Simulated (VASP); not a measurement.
# Ir (Fm-3m) in VASP: relaxation of cell and atoms with PBE

Aim: the relaxation of cell and atoms of Ir with PBE.

Program: VASP 6.6.1. These are calculated values, not measurements. Logs are shortened: lines on timing, memory, paths and dates and some standing lists are left out, and cuts for length are marked.

## (1) The structure

The structure is cubic, space group Fm-3m (No. 225). The conventional cell has a = 3.831 Å, b = 3.831 Å, c = 3.831 Å, α = 90.00°, β = 90.00°, γ = 90.00°. Around Ir (site symmetry m-3m) lie 12 Ir at 2.71 Å.

## (2) Relaxation of cell and atoms, PBE

Contents of INCAR:

```
  PREC = Accurate
  ENCUT = 600
  EDIFF = 1E-7
  ISMEAR = 0
  SIGMA = 0.1
  LREAL = False
  LASPH = True
  NELM = 60
  ALGO = Fast
  ISIF = 3
  LWAVE = False
  LCHARG = False
  GGA = PE
  IBRION = 2
  NSW = 80
  EDIFFG = -0.004
```

Contents of KPOINTS:

```
Automatic mesh
0
Gamma
  18 18 18
```

Contents of POSCAR:

```
Ir
1.0
    0.0000000000      1.9156000000      1.9156000000
    1.9156000000      0.0000000000      1.9156000000
    1.9156000000      1.9156000000      0.0000000000
Ir
1
Direct
    0.0000000000      0.0000000000      0.0000000000
```

Potentials or basis: VASP PAW PBE potentials, release 64 (Ir).

Run with:

```sh
$ cat potpaw_PBE.64/Ir/POTCAR > POTCAR
$ mpirun -np 1 vasp_std > vasp.out
```

OUTCAR:

```text
PREC = Accurate
   ENCUT = 600
   EDIFF = 1E-7
   ISMEAR = 0
   LREAL = False
   LASPH = True
   NELM = 60
   ISIF = 3
   GGA = PE
   IBRION = 2
   NSW = 80
   EDIFFG = -0.004

 ion  position               nearest neighbor table
   1  0.000  0.000  0.000-

  LATTYP: Found a face centered cubic cell.
 ALAT       =     3.8312000000

  Lattice vectors:

 A1 = (   0.0000000000,   1.9156000000,   1.9156000000)
 A2 = (   1.9156000000,   0.0000000000,   1.9156000000)
 A3 = (   1.9156000000,   1.9156000000,   0.0000000000)

Analysis of symmetry for initial positions (statically):
=====================================================================
 Subroutine PRICEL returns:
 Original cell was already a primitive cell.

 Routine SETGRP: Setting up the symmetry group for a
 face centered cubic supercell.

 Subroutine GETGRP returns: Found 48 space group operations
 (whereof 48 operations were pure point group operations)
 out of a pool of 48 trial point group operations.

The static configuration has the point symmetry O_h .

Analysis of symmetry for dynamics (positions and initial velocities):
=====================================================================
 Subroutine PRICEL returns:
 Original cell was already a primitive cell.

 Routine SETGRP: Setting up the symmetry group for a
 face centered cubic supercell.

 Subroutine GETGRP returns: Found 48 space group operations
 (whereof 48 operations were pure point group operations)
 out of a pool of 48 trial point group operations.

The dynamic configuration has the point symmetry O_h .

 Subroutine INISYM returns: Found 48 space group operations
 (whereof 48 operations are pure point group operations),
 and found     1 'primitive' translations

----------------------------------------------------------------------------------------

                                     Primitive cell

  volume of cell :      14.0587

  direct lattice vectors                    reciprocal lattice vectors
     0.000000000  1.915600000  1.915600000    -0.261014826  0.261014826  0.261014826
     1.915600000  0.000000000  1.915600000     0.261014826 -0.261014826  0.261014826
     1.915600000  1.915600000  0.000000000     0.261014826  0.261014826 -0.261014826

  length of vectors
     2.709067500  2.709067500  2.709067500     0.452090940  0.452090940  0.452090940

  position of ions in fractional coordinates (direct lattice)
     0.000000000  0.000000000  0.000000000

  ion indices of the primitive-cell ions
   primitive index   ion index
                 1           1

----------------------------------------------------------------------------------------

 KPOINTS: Automatic mesh

Automatic generation of k-mesh.
 Grid dimensions read from file:
 generate k-points for:   18   18   18

 Generating k-lattice:

  Cartesian coordinates                     Fractional coordinates (reciprocal lattice)
    -0.014500824  0.014500824  0.014500824     0.055555556  0.000000000  0.000000000
     0.014500824 -0.014500824  0.014500824     0.000000000  0.055555556  0.000000000
     0.014500824  0.014500824 -0.014500824     0.000000000  0.000000000  0.055555556

  Length of vectors
     0.025116163  0.025116163  0.025116163

  Shift w.r.t. Gamma in fractional coordinates (k-lattice)
     0.000000000  0.000000000  0.000000000

 Subroutine IBZKPT returns following result:
 ===========================================

 Found    195 irreducible k-points:

 Following reciprocal coordinates:
            Coordinates               Weight
  0.000000  0.000000  0.000000      1.000000
  0.055556  0.000000  0.000000      8.000000
  0.111111  0.000000  0.000000      8.000000
  0.166667  0.000000  0.000000      8.000000
  0.222222  0.000000  0.000000      8.000000
  0.277778  0.000000  0.000000      8.000000
[... 16 lines left out ...]
 -0.277778  0.055556  0.000000     24.000000
 -0.222222  0.055556  0.000000     24.000000
 [... further k-points ...]
   k-points           NKPTS =    195   k-points in BZ     NKDIM =    195   number of bands    NBANDS=      8
   number of dos      NEDOS =    301   number of ions     NIONS =      1
   total plane-waves  NPLWV =  13824
   dimension x,y,z NGX =    24 NGY =   24 NGZ =   24
   dimension x,y,z NGXF=    48 NGYF=   48 NGZF=   48
   ions per type =               1
   NGX,Y,Z   is equivalent  to a cutoff of  14.73, 14.73, 14.73 a.u.
   NGXF,Y,Z  is equivalent  to a cutoff of  29.46, 29.46, 29.46 a.u.
 SYSTEM =  unknown system
   PREC   = accura    normal or accurate (medium, high low for compatibility)
   ISTART =      0    job   : 0-new  1-cont  2-samecut
   ICHARG =      2    charge: 1-file 2-atom 10-const
   ISPIN  =      1    spin polarized calculation?
   LNONCOLLINEAR =      F non collinear calculations
   LSORBIT =      F    spin-orbit coupling
   LASPH  =      T    aspherical Exc in radial PAW
   ENCUT  =  600.0 eV  44.10 Ry    6.64 a.u.   5.41  5.41  5.41*2*pi/ulx,y,z
   NELM   =     60;   NELMIN=  2; NELMDL= -5     # of ELM steps
   EDIFF  = 0.1E-06   stopping-criterion for ELM
   LREAL  =      F    real-space projection
   EDIFFG = -.4E-02   stopping-criterion for IOM
   NSW    =     80    number of steps for IOM
   IBRION =      2    ionic relax: 0-MD 1-quasi-New 2-CG
   NFREE  =      1    steps in history (QN), initial steepest desc. (CG)
   ISIF   =      3    stress and relaxation
   ISYM   =      2    0-nonsym 1-usesym 2-fastsym
   POTIM  = 0.5000    time-step for ionic-motion
   TEBEG  =    0.0;   TEEND  =   0.0 temperature during run
   PSTRESS=    0.0 pullay stress
   NELECT =       9.0000    total number of electrons
   NUPDOWN=      -1.0000    fix difference up-down
   EMIN   =  10.00;   EMAX   =-10.00  energy-range for DOS
   EFERMI =   0.00;   METHOD = LEGACY
   ISMEAR =     0;   SIGMA  =   0.10  broadening in eV -4-tet -1-fermi 0-gaus
   EFERMI_NEDOS =   21; number of points for ismear=-14 and -15
   IALGO  =     68    algorithm
   IMIX   =      4    mixing-type and parameters
     AMIX     =   0.40;   BMIX     =  1.00
     AMIX_MAG =   1.60;   BMIX_MAG =  1.00
  volume/ion in A,a.u.               =      14.06        94.87
  Fermi-wavevector in a.u.,A,eV,Ry     =   1.410937  2.666284 27.085691  1.990742
  Thomas-Fermi vector in A             =   2.532839
   LORBIT       =      0    0 simple, 1 ext, 2 COOP (PROOUT), +10 PAW based schemes
   GGA     = PE    functional components
   LHFCALC =     F    Hartree Fock is set to
   AEXX    =    0.0000 exact exchange contribution
   IVDW    =     0    specifies the selected vdW correction
   LEPSILON=     F    determine dielectric tensor
   LRPA    =     F    only Hartree local field effects (RPA)
 conjugate gradient relaxation of ions
 non-spin polarized calculation
 RMM-DIIS sequential band-by-band and
 Gauss-broadening in eV      SIGMA  =   0.10
  energy-cutoff  :      600.00
  volume of cell :       14.06
 maximum number of plane-waves:       489
 NGX is ok and might be reduce to    24
   NGX = 11   NGY = 11   NGZ = 11

--------------------------------------- Ionic step        1  -------------------------------------------

 number of electron       9.0000000 magnetization

 Free energy of the ion-electron system (eV)
  ---------------------------------------------------
  ext. energy  EPLUGINS =         0.00000000
  ---------------------------------------------------
  free energy    TOTEN  =        -8.83690646 eV

  energy without entropy =       -8.83186256  energy(sigma->0) =       -8.83438451

 E-fermi :  10.5527     XC(G=0): -14.0253

 val. band max:       10.5475885515   @ k =   0.5000   0.2222   0.1111
 cond. band min:      10.5591778415   @ k =   0.3333   0.1111   0.0556
 fundamental gap:      0.0115892900
 Fermi energy:        10.5527062003

 k-point     1 :       0.0000    0.0000    0.0000
  band No.  band energies     occupation
      1      -0.6717      2.00000
      2       6.5932      2.00000
      3       6.5932      2.00000
      4       6.5932      2.00000
      5       9.3094      2.00000
      6       9.3094      2.00000
      7      24.8281      0.00000
      8      30.4525      0.00000

 k-point     2 :       0.0556    0.0000    0.0000
  band No.  band energies     occupation
      1      -0.5332      2.00000
      2       6.5184      2.00000
      3       6.6538      2.00000
      4       6.6538      2.00000
      5       9.2697      2.00000
      6       9.2697      2.00000
      7      25.0692      0.00000
      8      29.7054      0.00000
[... 334 lines left out ...]
 POSITION                                       TOTAL-FORCE (eV/Angst)
 -----------------------------------------------------------------------------------
      0.00000      0.00000      0.00000         0.000000      0.000000     -0.000000
 -----------------------------------------------------------------------------------
    total drift:                                0.000000     -0.000000     -0.000000

  FREE ENERGIE OF THE ION-ELECTRON SYSTEM (eV)
  ---------------------------------------------------
  free  energy   TOTEN  =        -8.8539482399 eV

  energy  without entropy=       -8.8485503101  energy(sigma->0) =       -8.85124928

--------------------------------------- Ionic step        4  -------------------------------------------

 number of electron       9.0000000 magnetization

 Free energy of the ion-electron system (eV)
  ---------------------------------------------------
  ext. energy  EPLUGINS =         0.00000000
  ---------------------------------------------------
  free energy    TOTEN  =        -8.85400018 eV

  energy without entropy =       -8.84862185  energy(sigma->0) =       -8.85131101

 E-fermi :   9.9909     XC(G=0): -13.8337

 val. band max:        9.9883030844   @ k =   0.5000   0.2222   0.1111
 cond. band min:       9.9952431731   @ k =   0.3333   0.1111   0.0556
 fundamental gap:      0.0069400887
 Fermi energy:         9.9909063727

 k-point     1 :       0.0000    0.0000    0.0000
  band No.  band energies     occupation
      1      -0.8807      2.00000
      2       6.2262      2.00000
      3       6.2262      2.00000
      4       6.2262      2.00000
      5       8.8055      2.00000
      6       8.8055      2.00000
      7      24.3350      0.00000
      8      29.7670      0.00000

 k-point     2 :       0.0556    0.0000    0.0000
  band No.  band energies     occupation
      1      -0.7469      2.00000
      2       6.1555      2.00000
      3       6.2841      2.00000
      4       6.2841      2.00000
      5       8.7686      2.00000
      6       8.7686      2.00000
      7      24.5639      0.00000
      8      29.0294      0.00000
[... 264 lines left out ...]
 POSITION                                       TOTAL-FORCE (eV/Angst)
 -----------------------------------------------------------------------------------
      0.00000      0.00000      0.00000        -0.000000      0.000000      0.000000
 -----------------------------------------------------------------------------------
    total drift:                               -0.000000      0.000000     -0.000000

  FREE ENERGIE OF THE ION-ELECTRON SYSTEM (eV)
  ---------------------------------------------------
  free  energy   TOTEN  =        -8.8540001799 eV

  energy  without entropy=       -8.8486218458  energy(sigma->0) =       -8.85131101

 reached required accuracy - stopping structural energy minimisation
```

Run time: 52 s. Hardware: 1 thread of Intel Xeon Platinum 8488C (Sapphire Rapids), shared host; peak memory 0.18 GiB.

Results:

| Property | Result |
| --- | --- |
| Free energy | -8.8540 eV |
| Relaxed volume | 14.52 Å³/atom |
| Relaxed cell | a = 2.738 Å, b = 2.738 Å, c = 2.738 Å, α = 60.00°, β = 60.00°, γ = 60.00° |
| Space group after relaxing (to 0.05 Å) | Fm-3m (No. 225) |
| Energy gained by relaxing | 17.1 meV/atom |
| Ionic steps | 4 |
| Pressure after relaxing | 0.0 GPa |
| Band gap on the k mesh | none (metal or under the smearing width) |

Step by step:
```
step  energy change (eV)  largest force (eV/Å)  pressure (GPa)  volume (Å³)
   1              0.0000                0.0000           12.27        14.06
   2              0.1827                0.0000          -30.61        16.37
   3             -0.0170                0.0000           -0.69        14.55
   4             -0.0171                0.0000            0.04        14.52
```

Final structure:
```cif
data_structure
_symmetry_space_group_name_H-M 'P 1'
_symmetry_Int_Tables_number 1
_cell_length_a 2.7383
_cell_length_b 2.7383
_cell_length_c 2.7383
_cell_angle_alpha 60.000
_cell_angle_beta 60.000
_cell_angle_gamma 60.000
_cell_volume 14.52
loop_
_atom_site_label
_atom_site_type_symbol
_atom_site_fract_x
_atom_site_fract_y
_atom_site_fract_z
_atom_site_occupancy
Ir1 Ir 0.00000 0.00000 0.00000 1
```

The run has no spin-orbit coupling, so splittings on Ir are missing. Zero-point motion and thermal expansion aren't in these numbers.
